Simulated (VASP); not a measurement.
Here is a VASP 6.6.1 calculation.

The input POSCAR:

```
SnTe
1.0
    0.0000000000      3.1893545730      3.1893545730
    3.1893545730      0.0000000000      3.1893545730
    3.1893545730      3.1893545730      0.0000000000
Sn Te
1 1
Direct
    0.0000000000      0.0000000000      0.0000000000
    0.5000000000      0.5000000000      0.5000000000
```

The input INCAR.step1:

```
ALGO = Normal ; EDIFF = 1E-4
ENCUT = 520 ; GGA = PE
ISMEAR = -1 ; LASPH = True
LCHARG = False ; LREAL = False
LWAVE = True ; NBANDS = 17
NELM = 80 ; PREC = Accurate
SIGMA = 0.02
```

Contents of INCAR.step2:

```
ALGO = Normal ; EDIFF = 1E-7
ENCUT = 520 ; ISIF = 2
ISMEAR = -1 ; ISTART = 1
LASPH = True ; LCHARG = True
LELF = True ; LMIXTAU = True
LREAL = False ; LVHAR = True
LWAVE = False ; METAGGA = R2SCAN
NBANDS = 17 ; NELM = 80
PREC = Accurate ; SIGMA = 0.02
```

KPOINTS

```
k-points
0
Gamma
  6 6 6
```

Potentials or basis: VASP PAW PBE potentials, release 64 (Sn_d, Te).

Launch:

```sh
$ cat potpaw_PBE.64/Sn_d/POTCAR potpaw_PBE.64/Te/POTCAR > POTCAR
$ cp INCAR.step1 INCAR
$ mpirun -np 1 vasp_std > vasp.out
$ cp INCAR.step2 INCAR
$ mpirun -np 1 vasp_std > vasp.out
```

Task: Estimate the band gap on the k mesh.

Result: 0.14 eV, direct.

Task: Estimate the pressure.

Result: 0.0 GPa.

Caveat: the PAW data sets were made with another functional, which shifts forces and pressure a little; spin-orbit coupling is left out, which moves the levels of the heavy elements.

**Experimental background.**

A printed reference work, textbook reports, for a bulk crystal of SnTe at 300 K: band gap 0.18 eV (direct).

Against the measured gap of SnTe, 0.18 eV (direct; 300 K; a printed reference work, textbook), the calculated 0.14 eV is off by -0.04 eV. Spin-orbit coupling on Sn, Te is left out. The value is that of r2SCAN on a finite k mesh, which can miss the band edges, without temperature or zero-point motion.
